Three of the five chromium structures below have nearly the same density, and their energies lie within some tens of meV per atom of each other. The two more open ones lie more than half an eV higher, one of them by about one and a half. Which of the five structures in the list belongs to which row of this PBE calculation?

Chromium in five crystal structures, each relaxed in the lowest-energy of the magnetic starts tried, with Ansatz 0.2.0 (PBE, plane-wave PAW, scalar-relativistic, 420 eV cutoff, Fermi-Dirac smearing). Energies are extrapolated to zero smearing and count from the lowest structure listed; volumes and bulk moduli come from Birch-Murnaghan fits, and moments are taken in atomic spheres. Candidates: simple cubic, dhcp, hcp, omega (AlB2-type), diamond.

| row | energy above lowest (meV/atom) | neighbour distance (Å) | volume per atom (Å³) | bulk modulus (GPa) | largest site moment (μB) |
| --- | --- | --- | --- | --- | --- |
| A | 61 | 2.490 | 11.91 | 237 | 0.00 |
| B | 0 | 2.290 | 11.84 | 236 | 0.00 |
| C | 684 | 2.341 | 12.80 | 188 | 0.00 |
| D | 49 | 2.497 | 11.89 | 237 | 0.00 |
| E | 1580 | 2.337 | 19.64 | 35.6 | 2.60 |

The assignment below rests on the computed values; the settings of the runs serve only to judge whether a small energy difference can be trusted.

**A ratio that recognises structures**

The neighbour distance $d$ alone is a poor guide, since C and E have almost the same one. Dividing the volume per atom $V$ by $d^3$ removes the size of the atom and leaves only geometry. In a simple cubic crystal each atom owns a cube of edge $d$, so the ratio is exactly 1. Diamond has eight atoms in a cube of edge $4d/\sqrt3$, which gives $8/(3\sqrt3)=1.54$.

The layered structures hcp and dhcp give 0.71 when ideally packed, and more when the stack is stretched or flattened. Omega is also flexible. Its hexagonal cell, with edge $a$ and height $c$, holds three atoms, and the shortest distance is either $c$ or $a/\sqrt3$. The ratio is smallest when these two are equal, and it is then $\sqrt3/2=0.87$.

**Three sure rows and one unsure pair**

A and D have ratios near 0.77. That is below anything omega can reach, and further still below simple cubic and diamond. These two rows must therefore be hcp and dhcp. E has 1.54 and matches diamond.

B and C need a closer look, because both lie near 1. For B the sum is $11.84/2.290^3=0.986$, and for C it is $12.80/2.341^3=0.998$. Simple cubic has no free shape with which to depart from 1. C agrees with it to about 0.2 %, a mismatch that is small but larger than rounding; the distance comes from the relaxed cell and the volume from a fitted energy curve. B is off by 1.4 %, so C is simple cubic and B is omega.

Volume and energy support this choice. B is as compact as the layered pair and lies within some tens of meV of it, whereas C takes up 8 % more volume than B and lies far higher. A structure with only six neighbours should look like C.

The order within the pair A and D stays ambiguous. Half the layers of dhcp have surroundings like those in a face-centred cubic crystal, whose symmetry fixes the ideal layer spacing. If such layers resisted distortion, dhcp would have the ratio closer to ideal, which points to D. This is a guess, and the energies don't help. Nothing so far says which of the two stacks should lie lower, and the 12 meV per atom between the rows come from runs with different smearing widths and meshes.

The rows with their labels:

| structure | space group of the relaxed cell | neighbours within 15 % of the shortest distance | smearing width | k mesh | starting moments | energy above lowest (meV/atom) | neighbour distance (Å) | volume per atom (Å³) | bulk modulus (GPa) | largest site moment (μB) |
| --- | --- | --- | --- | --- | --- | --- | --- | --- | --- | --- |
| omega (AlB2-type) | P6/mmm | 2 | 0.1 eV | 10×10×15 | none | 0 | 2.290 | 11.84 | 236 | 0.00 |
| dhcp | P6_3/mmc | 12 | 0.05 eV | 16×16×4 | Cr +1.5 Cr +1.5 Cr +1.5 Cr +1.5 μB | 49 | 2.497 | 11.89 | 237 | 0.00 |
| hcp | P6_3/mmc | 12 | 0.1 eV | 24×24×12 | none | 61 | 2.490 | 11.91 | 237 | 0.00 |
| simple cubic | Pm-3m | 6 | 0.05 eV | 13×13×13 | Cr +0.19 Cr -0.19 μB | 684 | 2.341 | 12.80 | 188 | 0.00 |
| diamond | Fd-3m | 4 | 0.05 eV | 17×17×17 | Cr +2.6 Cr -2.6 μB | 1580 | 2.337 | 19.64 | 35.6 | 2.60 |

**What the labels add**

The three sure assignments hold, and the lean towards D as dhcp was right. The reason given for it fares less well. The cell edges show that both stacks are stretched: the height of two layers is 1.79 times the edge in hcp and 1.76 times in dhcp, against an ideal 1.63. In dhcp every gap lies between a cubic-like and a hexagonal-like layer, so symmetry makes all gaps equal. A compromise midway between the hcp value and the ideal one would be about 1.71 (the printed output words this as half the layers stretching). The computed value lies much closer to that of hcp, so the cubic-like layers don't seem to hold to the ideal spacing.

Omega carries the shortest distance of the five and a neighbour count of 2, yet it is a dense structure. The count stops at 15 % beyond the shortest distance and describes only one kind of site. Twelve more atoms surround that site at about 2.7 Å, just outside the cutoff. A few short contacts can thus hide a well-filled surrounding.

**Why fewer neighbours mean short bonds and high energy**

In a transition metal the d electrons bind by spreading into a band. The width of that band grows roughly as the square root of the number of neighbours $Z$, while the repulsion between atoms grows in proportion to $Z$. Taking away neighbours therefore relieves repulsion faster than it weakens binding, and the remaining bonds shorten. The total binding still falls, provided that the repulsion is steep enough in distance. Simple cubic behaves beside hcp as this argument expects: its bonds are shorter, and its energy is 623 meV per atom higher. The argument separates open structures from dense ones, but it can't rank the dense ones among themselves. Chromium's own body-centred cubic lattice has only eight nearest neighbours and still lies below hcp, because the shape of the d band counts as well as its width.

If both forces fall off exponentially with distance, the balance makes the bond length change with the logarithm of $Z$. Hcp and simple cubic set the two constants of this rule: the mean bond shrinks from 2.57 Å with twelve neighbours to 2.34 Å with six. Diamond, with four, was not used, and the rule expects 2.21 Å for it. The computed bond is 0.13 Å longer, so the rule fails there: the bond has hardly shortened from simple cubic.

Diamond is also the only row with a magnetic moment, 2.60 μB on each atom, pointing in opposite directions on neighbouring sites. Spin polarisation moves electrons from bonding into less bonding states, which would lengthen the bonds. That this accounts for the misfit is plausible but untested, as it would take a non-magnetic diamond run to compare. The moment also grows as the crystal expands, so the low bulk modulus of diamond describes a lattice whose magnetism changes along with its volume.

The zero moments differ in standing. Simple cubic and dhcp were started with moments and lost them, whereas omega and hcp were computed without spin polarisation, so their zeros are imposed. Those two starts were also limited. The dhcp run began with all moments parallel, so it doesn't exclude an order with opposite moments. Simple cubic began with small opposite moments, so its zero doesn't exclude parallel order or a state with large moments.

**What to do with an unlabelled structure**

Compute $V/d^3$ first and compare it with the fixed values of the rigid structures. Then let the flexible ones compete for the rows that remain, and look at the cell edges, because an hcp stack flattened to a height of 1.49 edges would give the same 0.77 as the stretched one. Treat a neighbour count as a statement about its cutoff.

Read the energies as differences within this list. Their zero is omega, whereas real chromium is body-centred cubic. Each structure was held in its symmetry, and nothing here shows that any of them is stable, so they serve as points of comparison. The printed output after this text gives the ratios, the axial ratios and the test of the bond-length rule.

Printed output of the fit:

```
Volume over cubed shortest distance:
                row   ratio  volume_A3  distance_A
  omega (AlB2-type)  0.9859      11.84        2.29
               dhcp  0.7637      11.89       2.497
                hcp  0.7715      11.91        2.49
       simple cubic  0.9977       12.8       2.341
            diamond   1.539      19.64       2.337
ideal ratio of close-packed layers: 0.7071
smallest ratio that omega can have at any axial ratio: 0.866
ideal ratio of diamond: 1.54
diamond row against ideal diamond, percent: -0.05588
simple cubic row against exactly 1, percent: -0.2287
omega row against exactly 1, percent: -1.407
largest rounding error of the ratio, percent: 0.1077
ideal height of two layers over edge: 1.633
hcp height of two layers over edge, from the ratio: 1.782
dhcp height of two layers over edge, from the ratio: 1.764
omega c over a, from the ratio: 0.5411
hcp height of two layers over edge, from the cell: 1.785
dhcp height of two layers over edge, from the cell: 1.765
omega c over a, from the cell: 0.5409
ratio of flattened hcp layers with c over a 1.49: 0.7706
dhcp height over edge if only half its layers stretched as in hcp: 1.707
hcp distance to the six neighbours in adjacent layers, A: 2.643
hcp mean distance of the 12 neighbours, A: 2.567
diamond bond expected from the logarithmic rule, A: 2.209
diamond bond computed less expected, A: 0.128
simple cubic above hcp, meV per atom: 623
hcp above dhcp, meV per atom: 12
simple cubic volume over omega volume: 1.081
diamond volume over simple cubic volume: 1.534
simple cubic bulk modulus over that of diamond: 5.281
growth of the diamond moment from factor 0.88 to 1.08, percent: 29.17
```
